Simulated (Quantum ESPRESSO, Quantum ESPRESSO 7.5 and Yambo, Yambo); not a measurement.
# SiC (P6_3mc): dielectric function and energy loss

Wanted: the dielectric function of SiC (P6_3mc), with cost.

Method: PBE and many-body steps on it, plane waves, in Quantum ESPRESSO 7.5 and Yambo 5.3.0.

**Experimental background.**

- ε∞ 5.84: z component (parallel to c); mid-infrared ellipsometry and optical Hall effect; 1.5 K; bulk crystal (semi-insulating substrate with epitaxial graphene on C-face) (“An integrated mid-infrared, far-infrared and terahertz optical Hall effect instrument”, 2014, arxiv:1401.5372).

- ε∞ 6: x,y component (perpendicular to c); mid-infrared ellipsometry and optical Hall effect; 1.5 K; bulk crystal (semi-insulating substrate with epitaxial graphene on C-face) (“An integrated mid-infrared, far-infrared and terahertz optical Hall effect instrument”, 2014, arxiv:1401.5372).

### Step 1. The starting structure

Symmetry: P6_3mc, No. 186, hexagonal system. The conventional cell has a = 3.077 Å, b = 3.077 Å, c = 15.098 Å, α = 90.00°, β = 90.00°, γ = 120.00°. Nearest to Si lie 4 C at 1.88 to 1.89 Å. Si has 4 C at 1.89 Å nearest. Nearest to C lie 4 Si at 1.88 to 1.89 Å. C has 4 Si at 1.89 Å nearest. Farther neighbours are not listed.

The cell and positions are those that the Materials Project relaxed with its own functionals (PBE, PBE+U or r2SCAN), kept fixed.

### Step 2. Empty states on the mesh, 9×9×2 mesh, 138 bands

This step: Quantum ESPRESSO 7.5; DFT, PBE, plane waves, norm-conserving pseudopotentials.

The sums over transitions need many empty states on a uniform mesh; this step solves for them.

pw.in reads:

```
&control
  calculation = 'nscf'
  prefix = 'x'
  outdir = 'o'
  pseudo_dir = 'pseudo'
/
&system
  ibrav = 0
  nat = 12
  ntyp = 2
  ecutwfc = 74.0
  nbnd = 138
  force_symmorphic = .true.
/
&electrons
  conv_thr = 1e-9
  electron_maxstep = 80
  diago_full_acc = .true.
  diago_thr_init = 5e-6
/
ATOMIC_SPECIES
  Si 28.085 Si.upf
  C 12.011 C.upf
CELL_PARAMETERS angstrom
  3.0766210102 -0.0000000000 0.0000000000
  -1.5383105051 2.6644319527 0.0000000000
  0.0000000000 0.0000000000 15.0980843200
ATOMIC_POSITIONS crystal
  Si 0.3333333333 0.6666666667 0.8329861500
  Si 0.6666666667 0.3333333333 0.3329861500
  Si 0.6666666667 0.3333333333 0.6665006000
  Si 0.3333333333 0.6666666667 0.1665006000
  Si 0.0000000000 0.0000000000 0.4997294200
  Si 0.0000000000 0.0000000000 0.9997294200
  C 0.0000000000 0.0000000000 0.8743664100
  C 0.0000000000 0.0000000000 0.3743664100
  C 0.3333333333 0.6666666667 0.7079967800
  C 0.6666666667 0.3333333333 0.2079967800
  C 0.6666666667 0.3333333333 0.5415216400
  C 0.3333333333 0.6666666667 0.0415216400
K_POINTS automatic
  9 9 2 0 0 0
```

Started as:

```sh
OMP_NUM_THREADS=1 mpirun -n 4 pw.x -nk 4 -in pw.in > pw.out
```

What it wrote:

```text
Program PWSCF v.7.5 starts

     This program is part of the open-source Quantum ESPRESSO suite
     for quantum simulation of materials; please cite
         "P. Giannozzi et al., J. Phys.:Condens. Matter 21 395502 (2009);
         "P. Giannozzi et al., J. Phys.:Condens. Matter 29 465901 (2017);
         "P. Giannozzi et al., J. Chem. Phys. 152 154105 (2020);
     in publications or presentations arising from this work. More details at

     Atomic positions and unit cell read from directory:
     o/x.save/

     Message from routine setup:
[...]
k = 0.0000 0.1283 0.0000 (  8908 PWs)   bands (ev):

[...]
29.3950  30.0669  30.6320  30.8909  31.3802  31.4922  32.5936  32.6065
     [... 6 further rows ...]
    51.6090  51.9041  51.9962  52.2207  52.3158  52.5024  52.6081  53.3180
    53.5653  53.9661

          k = 0.0000 0.1283-0.1019 (  8904 PWs)   bands (ev):

     [... further k-points ...]

     highest occupied, lowest unoccupied level (ev):     9.5842   11.6970

     XML data file, pseudopotentials, collected wavefunctions

=------------------------------------------------------------------------------=
   JOB DONE.
=------------------------------------------------------------------------------=
```

Elapsed: 73 s, on 4 MPI ranks of Arm Neoverse V1, shared host; peak memory 0.72 GiB; 4.9 min of CPU time.

This step gave:

| Item | Value |
| --- | --- |
| gap | 2.113 eV |
| k of the valence top | 0, 0, 0 |
| k of the conduction bottom | 0, 0.4444, 0 |
| least direct gap | 3.184 eV |
| k points computed | 24 |
| lowest point of the top converged band, above the valence top | 42.43 eV |

On this mesh the gap is 2.113 eV.

The density comes from a self-consistent run that is not shown.

### Step 3. Conversion and set-up

This step: Yambo 5.3.0; conversion and set-up on PBE, plane waves, norm-conserving pseudopotentials.

The states are converted to the many-body program's format and the q mesh is built.

Started as:

```sh
(cd o/x.save; p2y > p2y.log; mv SAVE ../..); yambo > setup.log
```

What it wrote:

```text
 Yambo, version 5.3.0

 [02] CORE Variables Setup
 =========================

  [02.01] Unit cells
  ==================

  Cell kind             :  HCP
  Atoms in the cell     :  Si  C
  number of Si atoms    :   6
  number of C  atoms    :   6

  List of atomic masses
  Mass of Si    :  28.08500
  Mass of C     :  12.01100

  List of atomic coordinates    : [cc]
  Si1       : -0.29070E-09   3.3567       23.766      order 1
  Si2       :  2.906986  1.678349  9.500509  order 2
  Si3       :   2.90699   1.67835  19.01609  order 3
[...]
Q [ 1]         [rlu]:  0.000000  0.000000  0.000000
 Q [ 2]         [rlu]:  0.000000  0.000000 -0.500000
 Q [ 3]         [rlu]: -0.32352E-17  0.11111       0.0000
[...]
Q [ 8]         [rlu]: -0.97055E-17  0.33333     -0.50000
 Q [ 9]         [rlu]: -0.12941E-16  0.44444       0.0000
 Q [10]         [rlu]: -0.12941E-16  0.44444     -0.50000
     [... 12 further rows ...]
 Q [23]         [rlu]:  0.333333  0.333333  0.000000
 Q [24]         [rlu]:  0.333333  0.333333 -0.500000

  [03.01] X indexes
  =================

   [03.01.01] Sigma indexes
   ========================

 [06] Game Over & Game summary
```

Elapsed: 3.5 s, on 1 MPI rank; peak memory 0.26 GiB.

### Step 4. RPA response with local fields

The response function is computed on a frequency grid, with local fields up to the given cutoff.

This step: RPA response with local fields on PBE, plane waves, norm-conserving pseudopotentials.

optics1.in reads:

```
optics
chi
dipoles
Chimod= "HARTREE"
% QpntsRXd
 1 | 4 |
%
% BndsRnXd
 1 | 138 |
%
NGsBlkXd= 3 Ry
% EnRngeXd
 0 | 30 | eV
%
% DmRngeXd
 0.2 | 0.2 | eV
%
ETStpsXd= 301
% LongDrXd
 1 | 0 | 0 |
%
```

Started as:

```sh
OMP_NUM_THREADS=1 mpirun -n 4 yambo -F optics1.in -J optics1 -C optics1 > optics1.log
```

What it wrote:

```text
 Yambo, version 5.3.0

 [02] CORE Variables Setup
 =========================

  [... cell, symmetries and grids as in the set-up ...]

  [02.05] Energies & Occupations
  ==============================

  [X] === General ===
  [X] Electronic Temperature                        :  0.000000  0.000000 [eV K]
  [X] Bosonic    Temperature                        :  0.000000  0.000000 [eV K]
  [X] Finite Temperature mode                       : no
  [X] El. density                                   :  0.38783E+24 [cm-3]
  [X] Fermi Level                                   :  9.584179 [eV]

  [X] === Gaps and Widths ===
  [X] Conduction Band Min                           :  2.112802 [eV]
  [X] Valence Band Max                              :  0.000000 [eV]
  [X] Filled Bands                                  :  24
  [X] Empty Bands                                   :   25  138
  [X] Direct Gap                                    :  3.183661 [eV]
  [X] Direct Gap localized at k                     :   9
  [X] Indirect Gap                                  :  2.112802 [eV]
  [X] Indirect Gap between kpts                     :   1   9
  [X] Last valence band width                       :  2.266595 [eV]
  [X] 1st conduction band width                     :  3.381950 [eV]

 [03] Transferred momenta grid and indexing
 ==========================================

 IBZ Q-points                                      :  24
 BZ  Q-points                                      :  162

 K/Q-points units:
 rlu = crystal or reduced units; cc = cartesian coordinates; iku = interal k-units

 Q [ 1]         [rlu]:  0.000000  0.000000  0.000000
 Q [ 2]         [rlu]:  0.000000  0.000000 -0.500000
 Q [ 3]         [rlu]: -0.32352E-17  0.11111       0.0000
 Q [ 4]         [rlu]: -0.32352E-17  0.11111     -0.50000
 Q [ 5]         [rlu]: -0.64703E-17  0.22222       0.0000
 Q [ 6]         [rlu]: -0.64703E-17  0.22222     -0.50000
 Q [ 7]         [rlu]: -0.97055E-17  0.33333       0.0000
 Q [ 8]         [rlu]: -0.97055E-17  0.33333     -0.50000
 Q [ 9]         [rlu]: -0.12941E-16  0.44444       0.0000
 Q [10]         [rlu]: -0.12941E-16  0.44444     -0.50000
     [... 12 further rows ...]
 Q [23]         [rlu]:  0.333333  0.333333  0.000000
 Q [24]         [rlu]:  0.333333  0.333333 -0.500000

 [04] Dipoles
 ============

  [04.01] Setup: observables and procedures
  =========================================

  [WARNING] [x,Vnl] slows the Dipoles computation. To neglect it rename the ns.kb_pp file

  [WARNING] [r,Vnl^pseudo] included in position and velocity dipoles.

  [WARNING] In case H contains other non local terms, these are neglected

 [05] Optics
 ===========

 [08] Game Over & Game summary
```

Run time: 9.5 min. Hardware: 4 MPI ranks; peak memory 4 GiB.

Numbers from this step:

| Quantity | Value |
| --- | --- |
| ε at zero frequency | 6.839 |
| the same without local fields | 7.233 |
| loss peak | 21.8 eV |

The static value is 6.84.

Broadening 0.2 eV; field along x. Table of ε₂ by energy; read off at these points:

```
energy (eV)  HARTREE  no local fields
          0    0.154            0.169
          1    0.165            0.181
          2    0.204            0.224
          3    0.322            0.349
          4    0.885            0.942
          5     3.40             3.76
          6     10.1             11.1
          7     15.8             16.9
          8     10.4             12.0
          9     10.2             11.1
         10     6.22             6.13
         11     3.51             3.47
         12     2.72             2.65
         13     2.59             2.42
         14     1.81             1.62
         15     1.28             1.15
         16    0.993            0.840
         17    0.743            0.642
         18    0.585            0.505
         19    0.483            0.412
         20    0.319            0.278
         21    0.290            0.253
         22    0.249            0.226
         23    0.262            0.230
         24    0.265            0.227
         25    0.199            0.190
         26    0.157            0.164
         27    0.127            0.141
         28    0.120            0.148
         29    0.123            0.160
         30    0.119            0.144
```

Broadening 0.2 eV; field along x. Loss function, HARTREE against energy loss; read off at these points:

```
energy loss (eV)  loss function, HARTREE
             0.0                 0.00329
             1.0                 0.00340
             2.0                 0.00379
             3.0                 0.00482
             4.0                 0.00923
             5.0                  0.0195
             6.0                  0.0406
             7.0                  0.0605
             8.0                  0.0945
             9.0                  0.0936
            10.0                   0.107
            11.0                   0.159
            12.0                   0.232
            13.0                   0.243
            14.0                   0.267
            15.0                   0.332
            16.0                   0.410
            17.0                   0.557
            18.0                   0.722
            19.0                   0.961
            20.0                    1.59
            21.0                    2.67
            21.8                    4.10
            22.0                    4.00
            23.0                    3.19
            24.0                    2.57
            24.8                    2.99
            25.0                    2.73
            26.0                    1.59
            27.0                   0.952
            28.0                   0.651
            29.0                   0.537
            30.0                   0.442
```

Broadening 0.2 eV; momentum transfer q number 2. Im eps against energy; read off at these points:

```
energy (eV)  HARTREE  no local fields
        0.0    0.143            0.159
        1.0    0.154            0.171
        2.0    0.193            0.213
        3.0    0.316            0.349
        4.0     1.29             1.40
        5.0     2.99             3.27
        6.0     7.23             8.16
        7.0     11.4             12.6
        8.0     11.9             13.6
        8.3     13.1             14.6
        9.0     9.85             10.3
       10.0     6.74             6.85
       11.0     4.04             3.96
       12.0     3.22             3.12
       13.0     2.39             2.23
       14.0     1.73             1.56
       15.0     1.31             1.16
       16.0    0.994            0.859
       17.0    0.772            0.670
       18.0    0.665            0.586
       19.0    0.485            0.433
       20.0    0.377            0.336
       21.0    0.316            0.279
       22.0    0.272            0.241
       23.0    0.290            0.241
       24.0    0.254            0.229
       25.0    0.193            0.184
       26.0    0.147            0.159
       27.0    0.125            0.144
       28.0    0.127            0.160
       29.0    0.129            0.182
       30.0    0.126            0.156
```

Broadening 0.2 eV; momentum transfer q number 2. The -Im 1/eps, HARTREE by energy loss; read off at these points:

```
energy loss (eV)  -Im 1/eps, HARTREE
               0             0.00336
               1             0.00348
               2             0.00392
               3             0.00518
               4              0.0151
               5              0.0261
               6              0.0439
               7              0.0630
               8              0.0786
               9              0.0909
              10               0.116
              11               0.162
              12               0.207
              13               0.233
              14               0.288
              15               0.346
              16               0.421
              17               0.541
              18               0.714
              19                1.05
              20                1.55
              21                2.49
              22                3.67
              23                3.32
              24                3.06
              25                2.83
              26                1.57
              27               0.887
              28               0.688
              29               0.537
              30               0.455
```

Broadening 0.2 eV; momentum transfer q number 3. Im eps against energy; read off at these points:

```
energy (eV)  HARTREE  no local fields
        0.0    0.128            0.143
        1.0    0.135            0.152
        2.0    0.164            0.184
        3.0    0.250            0.278
        4.0    0.628            0.689
        5.0     2.05             2.35
        6.0     6.76             7.80
        7.0     11.3             12.6
        7.6     12.8             14.2
        8.0     11.8             12.9
        9.0     10.2             11.3
       10.0     6.19             6.36
       11.0     4.75             4.74
       12.0     3.74             3.47
       13.0     2.22             2.05
       14.0     1.68             1.52
       15.0     1.46             1.31
       16.0     1.18             1.01
       17.0    0.773            0.672
       18.0    0.643            0.570
       19.0    0.509            0.451
       20.0    0.364            0.323
       21.0    0.306            0.273
       22.0    0.282            0.254
       23.0    0.293            0.256
       24.0    0.278            0.242
       25.0    0.223            0.214
       26.0    0.155            0.171
       27.0    0.141            0.163
       28.0    0.136            0.166
       29.0    0.128            0.169
       30.0    0.129            0.156
```

### Step 5. Independent-particle response

This step: independent-particle response on PBE, plane waves, norm-conserving pseudopotentials.

optics2.in reads:

```
optics
chi
dipoles
Chimod= "IP"
% QpntsRXd
 1 | 1 |
%
% BndsRnXd
 1 | 138 |
%
NGsBlkXd= 1 RL
% EnRngeXd
 0 | 30 | eV
%
% DmRngeXd
 0.2 | 0.2 | eV
%
ETStpsXd= 301
% LongDrXd
 1 | 0 | 0 |
%
```

Started as:

```sh
OMP_NUM_THREADS=1 mpirun -n 4 yambo -F optics2.in -J optics2 -C optics2 > optics2.log
```

What it wrote:

```text
 Yambo, version 5.3.0

 [02] CORE Variables Setup
 =========================

  [... cell, symmetries and grids as in the set-up ...]

  [02.05] Energies & Occupations
  ==============================

  [X] === General ===
  [X] Electronic Temperature                        :  0.000000  0.000000 [eV K]
  [X] Bosonic    Temperature                        :  0.000000  0.000000 [eV K]
  [X] Finite Temperature mode                       : no
  [X] El. density                                   :  0.38783E+24 [cm-3]
  [X] Fermi Level                                   :  9.584179 [eV]

  [X] === Gaps and Widths ===
  [X] Conduction Band Min                           :  2.112802 [eV]
  [X] Valence Band Max                              :  0.000000 [eV]
  [X] Filled Bands                                  :  24
  [X] Empty Bands                                   :   25  138
  [X] Direct Gap                                    :  3.183661 [eV]
  [X] Direct Gap localized at k                     :   9
  [X] Indirect Gap                                  :  2.112802 [eV]
  [X] Indirect Gap between kpts                     :   1   9
  [X] Last valence band width                       :  2.266595 [eV]
  [X] 1st conduction band width                     :  3.381950 [eV]

 [03] Transferred momenta grid and indexing
 ==========================================

 IBZ Q-points                                      :  24
 BZ  Q-points                                      :  162

 K/Q-points units:
 rlu = crystal or reduced units; cc = cartesian coordinates; iku = interal k-units

 Q [ 1]         [rlu]:  0.000000  0.000000  0.000000
 Q [ 2]         [rlu]:  0.000000  0.000000 -0.500000
 Q [ 3]         [rlu]: -0.32352E-17  0.11111       0.0000
[...]
Q [ 8]         [rlu]: -0.97055E-17  0.33333     -0.50000
 Q [ 9]         [rlu]: -0.12941E-16  0.44444       0.0000
 Q [10]         [rlu]: -0.12941E-16  0.44444     -0.50000
     [... 12 further rows ...]
 Q [23]         [rlu]:  0.333333  0.333333  0.000000
 Q [24]         [rlu]:  0.333333  0.333333 -0.500000

 [04] Dipoles
 ============

  [04.01] Setup: observables and procedures
  =========================================

  [WARNING] [x,Vnl] slows the Dipoles computation. To neglect it rename the ns.kb_pp file

  [WARNING] [r,Vnl^pseudo] included in position and velocity dipoles.

  [WARNING] In case H contains other non local terms, these are neglected

 [05] Optics
 ===========

 [08] Game Over & Game summary
```

The job ended after 21 s (4 MPI ranks; peak memory 1.2 GiB).

This step gave:

| Property | Result |
| --- | --- |
| ε at zero frequency | 7.233 |
| loss peak | 21.8 eV |

The static value is 7.23.

Broadening 0.2 eV; field along x. The ε₂, IP by energy; read off at these points:

```
energy (eV)  ε₂, IP
          0   0.169
          1   0.181
          2   0.224
          3   0.349
          4   0.942
          5    3.76
          6    11.1
          7    16.9
          8    12.0
          9    11.1
         10    6.13
         11    3.47
         12    2.65
         13    2.42
         14    1.62
         15    1.15
         16   0.840
         17   0.642
         18   0.505
         19   0.412
         20   0.278
         21   0.253
         22   0.226
         23   0.230
         24   0.227
         25   0.190
         26   0.164
         27   0.141
         28   0.148
         29   0.160
         30   0.144
```

(Continued in part 2 of 3.)

[Paths, hosts, dates, memory and timing lines, banners, echoed tables and standing remarks are left out of the program output.]

[Logs are printed without paths, hosts, clocks, repeated set-up lines and the standing remarks that a program may print on its own settings, such as how far it seeks lower states.]

[Runs of the session that timed out or met a known fault of the program may be left out.]

[Hosts, paths, dates, database ids (printed as entryN), source tags and the programs' standing remarks are cut or masked in the printed files.]
